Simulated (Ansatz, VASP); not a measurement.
**One calculation of MgO, two programs**

```
CELL_PARAMETERS angstrom
3.20790 0.00000 0.00000
-1.60395 2.77812 0.00000
0.00000 0.00000 9.67599
ATOMIC_POSITIONS crystal
Mg 0.33333 0.66667 0.96949
Mg 0.00000 0.00000 0.22082
Mg 0.00000 0.00000 0.72082
Mg 0.66667 0.33333 0.46949
O 0.33333 0.66667 0.78004
O 0.00000 0.00000 0.52964
O 0.00000 0.00000 0.02964
O 0.66667 0.33333 0.28004
```

Alike in both runs: task single point; functional PBE; k mesh 9 × 9 × 4; occupations gaussian, width 0.05 eV; no spin polarisation.

|  | VASP | Ansatz |
| --- | --- | --- |
| version | VASP 6.6.1 | Ansatz 0.2.0 |
| potentials or method | VASP PAW PBE potentials, release 64 (Mg, O) | scalar-relativistic, plane waves, PAW |
| plane-wave cutoff (eV) | 520 | 520 |
| valence electrons in the cell | 32 | 64 |

VASP gave:

```
gap on the k mesh at the Fermi level (eV)       : 4.02
least direct gap on the mesh (eV)               : 4.02
pressure (GPa)                                  : 19.2
largest component of the traceless stress (GPa) : 13.32
rms of the force components (eV/Å)              : 0.640
```

Problem. Which values does Ansatz return?

Solution. gap on the k mesh at the Fermi level (eV): 4.04; least direct gap on the mesh (eV): 4.04; pressure (GPa): 19.4; largest component of the traceless stress (GPa): 13.06; rms of the force components (eV/Å): 0.629.

Atom by atom the forces differ by 0.011 eV/Å (rms over components). The two sets of potentials don't hold the same shells in valence.

Caveats: so large a pressure means that the cell lies far from this level's equilibrium, or that cutoff or potentials fall short (VASP); an odd mesh through Γ misses points on the zone boundary, where band edges often lie; forces of over 1 eV/Å show positions far from the minimum, so gaps and moduli don't describe the material at rest.
